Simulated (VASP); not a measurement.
# VASP 6.6.1 run: KI

INCAR

```
PREC = Accurate
LREAL = .FALSE.
ISIF = 2
NSW = 0
NELM = 120
ISMEAR = -1
ENCUT = 520
GGA = PE
IBRION = -1
LASPH = .TRUE.
LWAVE = .FALSE.
LCHARG = .FALSE.
NBANDS = 15
IVDW = 20
EDIFF = 1E-7
SIGMA = 0.02
```

KPOINTS

```
KPOINTS created by Atomic Simulation Environment
0
Gamma
8 8 8
0 0 0
```

POSCAR

```
K  I
 1.0000000000000000
    -0.0000000000000000    3.9658940976585000    3.9658940976585000
     3.9658940976585000    0.0000000000000000    3.9658940976585000
     3.9658940976585000    3.9658940976585000    0.0000000000000000
 K   I
   1   1
Cartesian
 -0.0000000000000000  0.0000000000000000 -0.0000000000000000
  1.9829470488292500  1.9829470488292500  1.9829470488292500
```

The recommended PBE PAW datasets give the neutral cell 16 valence electrons.

Command

```
mpirun -np 1 vasp_std
```

Q: Predict the outcome of this run.

A: It converged. Results: gap between bands v and c on the k mesh 3.93 eV; least direct gap on the k mesh 3.93 eV; pressure -0.4 GPa. Band v is the last that the valence electrons fill when counted band by band, and c is the next.

OSZICAR

```
N       E                     dE             d eps       ncg     rms          rms(c)
DAV:   1     0.868550327489E+02    0.86855E+02   -0.59315E+03   870   0.852E+02
DAV:   2     0.136283597917E+01   -0.85492E+02   -0.79182E+02  1108   0.194E+02
DAV:   3    -0.509938325066E+01   -0.64622E+01   -0.64291E+01  1213   0.469E+01
DAV:   4    -0.556737753171E+01   -0.46799E+00   -0.46786E+00  1578   0.106E+01
DAV:   5    -0.556835701951E+01   -0.97949E-03   -0.97947E-03  1206   0.591E-01    0.295E+00
DAV:   6    -0.538970212198E+01    0.17865E+00   -0.20301E-01  1157   0.213E+00    0.216E+00
DAV:   7    -0.536651624436E+01    0.23186E-01   -0.21588E-01  1227   0.191E+00    0.934E-01
DAV:   8    -0.538256757330E+01   -0.16051E-01   -0.22913E-02  1064   0.831E-01    0.150E-01
DAV:   9    -0.538505437411E+01   -0.24868E-02   -0.38878E-03  1010   0.272E-01    0.107E-01
DAV:  10    -0.538591154820E+01   -0.85717E-03   -0.56955E-04   901   0.141E-01    0.249E-02
DAV:  11    -0.538601669355E+01   -0.10515E-03   -0.15634E-04   996   0.648E-02    0.233E-02
DAV:  12    -0.538603973503E+01   -0.23041E-04   -0.24503E-05   891   0.342E-02    0.895E-03
DAV:  13    -0.538604041540E+01   -0.68037E-06   -0.50159E-07  1352   0.499E-03    0.529E-03
DAV:  14    -0.538604094272E+01   -0.52732E-06   -0.94450E-07   905   0.463E-03    0.760E-04
DAV:  15    -0.538604094429E+01   -0.15707E-08   -0.61335E-08   887   0.146E-03
   1 F= -.59798059E+01 E0= -.59798059E+01  d E =-.241317E-10
```

Standard output (part)

```
POSCAR found type information on POSCAR K I
 POSCAR found :  2 types and       2 ions
 LDA part: xc-table for (Slater+PW92), standard interpolation
 POSCAR, INCAR and KPOINTS ok, starting setup
 WAVECAR not read
 entering main loop
 augmentation electrons   16.2315073105559
 total        electrons   16.2315073105559
 augmentation electrons   400.477137161595
 total        electrons   400.477137161595
 augmentation electrons  5.158721568268244E-002
 soft         electrons   16.1799203513432
 total        electrons   16.2315075670259
 translations:           2           2           2
```

For comparison, a separate PBE run of the intended cell, on usual settings and not on those above, gives a gap of 3.93 eV on its mesh and a pressure of 0.2 GPa.
